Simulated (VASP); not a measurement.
Here is a VASP 6.6.1 calculation.

INCAR

```
SYSTEM = Se
ALGO     = Normal         ! electronic algorithm
EDIFF    = 1E-7           ! SCF threshold, eV
EDIFFG   = -0.002         ! ionic threshold
ENCUT    = 520            ! plane-wave cutoff, eV
GGA      = PS             ! functional
IBRION   = 2              ! ionic algorithm
ISIF     = 3              ! what is computed and relaxed
ISMEAR   = 0              ! smearing method
LASPH    = .TRUE.         ! aspherical terms in the spheres
LCHARG   = .FALSE.        ! write CHGCAR
LREAL    = .FALSE.        ! projectors in reciprocal space
LWAVE    = .FALSE.        ! write WAVECAR
NELM     = 80             ! most SCF steps
NSW      = 80             ! ionic steps
PREC     = Accurate       ! precision mode
PSTRESS  = 0.001        
SIGMA    = 0.1            ! smearing width, eV
```

KPOINTS

```
k-points
0
G
  30 30 30
  0 0 0
```

The input POSCAR:

```
Se                                      
1.0
    2.2242631528      1.2841795432      0.9079802856
   -2.2242631528      1.2841795432      0.9079802856
    0.0000000000     -2.5683590856      0.9079802848
  Se            
     1
Direct
     0.0000000000000000    0.0000000000000000    0.0000000000000000
```

Potentials or basis: VASP PAW PBE potentials, release 64 (Se).

Launch:

```console
$ cat potpaw_PBE.64/Se/POTCAR > POTCAR
$ mpirun -np 1 vasp_std > vasp.out
```

(1) What does it give for the relaxed volume?

(2) What does it give for the space group after relaxing (to 0.05 Å)?

(3) Predict the band gap on the k mesh.

(4) What does it give for the relaxed cell?

Results:

(1) 19.26 Å³/atom.

(2) Im-3m (No. 229).

(3) none (metal or under the smearing width).

(4) a = 2.925 Å, b = 2.925 Å, c = 2.925 Å, α = 109.48°, β = 109.48°, γ = 109.48°.

Caveat: the cell is relaxed towards a set pressure, so the enthalpy falls and the energy may rise; the volume moved by over 15 % at a fixed basis, so the end points are rough; the PAW data sets were made with another functional, which shifts forces and pressure a little.
